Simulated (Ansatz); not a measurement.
# AlGa$_{3}$N$_{4}$: strain energy, fitted

AlGa$_{3}$N$_{4}$, Pm, a = 5.139 Å, b = 3.163 Å, c = 5.477 Å, β = 90.0°. The structure is a Materials Project entry; whether it is the stable form wasn't checked. Ansatz: r2SCAN, PAW, 500 eV, Γ-centred 6×8×4 mesh on 8 atoms, Gaussian smearing 0.02 eV; no spin polarisation. Series: biaxial strain in the a-b plane, c and atoms relaxed; x is the strain in per cent. y is the free energy over the unstrained cell, V0 = 11.130 Å³/atom.

| x (%) | y (meV/atom) |
| --- | --- |
| -3.0 | 26.75 |
| -1.5 | 6.58 |
| 0.0 | 0.00 |
| 1.5 | ? |
| 3.0 | 24.85 |

**Question.** Fit y = c2 x² + c3 x³ to the other rows, turn c2 into a modulus, and predict the missing energy.

**Answer.** Least squares on the rows shown. y = 2.8668 x² − 0.035210 x³. In eV per unit strain² c2 is 28.67; M is the biaxial modulus (E = M V0 ε²): 28.67 × 160.2 / (11.130) = 413 GPa. At x = 1.5 the fit asked for gives 6.33 meV/atom. The run gave 6.35 meV/atom, so the fit is 0.02 meV/atom too low, a small miss on the scale of the series.

Cost: 5 runs of about 17 core-minutes in all, on Intel Xeon Platinum 8375C (Ice Lake) (shared hosts).